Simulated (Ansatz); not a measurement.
Deforming WSe$_{2}$

```xyz
6
Lattice="3.2900 0.0000 0.0000 -1.6450 2.8492 0.0000 0.0000 0.0000 12.9700" Properties=species:S:1:pos:R:3 pbc="T T T"
W     0.0000    1.8995    3.2425
W     1.6450    0.9497    9.7275
Se    0.0000    1.8995    8.0544
Se    1.6450    0.9497    1.5694
Se    0.0000    1.8995   11.4006
Se    1.6450    0.9497    4.9156
```

Atom numbers follow the list: W1, W2, Se3, Se4, Se5, Se6.

The cell is COD entry 9009146, as deposited and not checked against the literature; nothing was relaxed.

No spin–orbit coupling, which matters for the heavy atoms here.

The calculation used DFT, PBEsol, PAW with Ansatz's default frozen-core files, scalar-relativistic (Ansatz 0.2.0).

Settings: a Γ-centred 11×11×3 k mesh, Fermi–Dirac smearing of 0.08 eV, cutoff 420 eV, no spin polarisation; the PAW files were made with PBE, and the program remakes their frozen cores for this functional.

The unchanged cell is at -1.25 GPa.

x, y and z are the Cartesian axes of the cell as listed; fractional coordinates follow a strain, and an engineering shear is twice the off-diagonal strain component.

Q: One change gave: energy change +2.2 meV/atom; stress change (xx, yy, zz, yz, xz, xy) 0.04, 0.05, 0.05, -1.31, -1.31, -0.84 GPa, compression positive; change of the force on Se4 (0.166, 0.134, -0.010) eV/Å; gap on the k mesh 0.91 → 0.91 eV. Which change was it?
A. equal xy, yz and zx engineering shear strains of +2 %
B. equal xy, yz and zx engineering shear strains of -3 %
C. equal xy, yz and zx engineering shear strains of +3 %
D. equal xy, yz and zx engineering shear strains of -2 %
E. equal xy, yz and zx engineering shear strains of -1 %
F. equal xy, yz and zx engineering shear strains of +1 %

A: F. For equal xy, yz and zx engineering shear strains of -3 %: energy change +20.5 meV/atom; stress change (xx, yy, zz, yz, xz, xy) 0.42, 0.49, 0.50, 4.09, 4.10, 2.67 GPa, compression positive; change of the force on Se4 (-0.575, -0.434, -0.096) eV/Å; gap on the k mesh 0.91 → 0.90 eV. For equal xy, yz and zx engineering shear strains of -1 %: energy change +2.2 meV/atom; stress change (xx, yy, zz, yz, xz, xy) 0.05, 0.05, 0.05, 1.34, 1.34, 0.87 GPa, compression positive; change of the force on Se4 (-0.178, -0.139, -0.010) eV/Å; gap on the k mesh 0.91 → 0.91 eV. For equal xy, yz and zx engineering shear strains of +2 %: energy change +8.6 meV/atom; stress change (xx, yy, zz, yz, xz, xy) 0.18, 0.22, 0.21, -2.60, -2.60, -1.66 GPa, compression positive; change of the force on Se4 (0.322, 0.263, -0.040) eV/Å; gap on the k mesh 0.91 → 0.91 eV. For equal xy, yz and zx engineering shear strains of -2 %: energy change +9.0 meV/atom; stress change (xx, yy, zz, yz, xz, xy) 0.18, 0.22, 0.22, 2.70, 2.70, 1.76 GPa, compression positive; change of the force on Se4 (-0.369, -0.283, -0.042) eV/Å; gap on the k mesh 0.91 → 0.91 eV. For equal xy, yz and zx engineering shear strains of +3 %: energy change +19.2 meV/atom; stress change (xx, yy, zz, yz, xz, xy) 0.39, 0.49, 0.48, -3.86, -3.86, -2.46 GPa, compression positive; change of the force on Se4 (0.467, 0.388, -0.088) eV/Å; gap on the k mesh 0.91 → 0.91 eV.
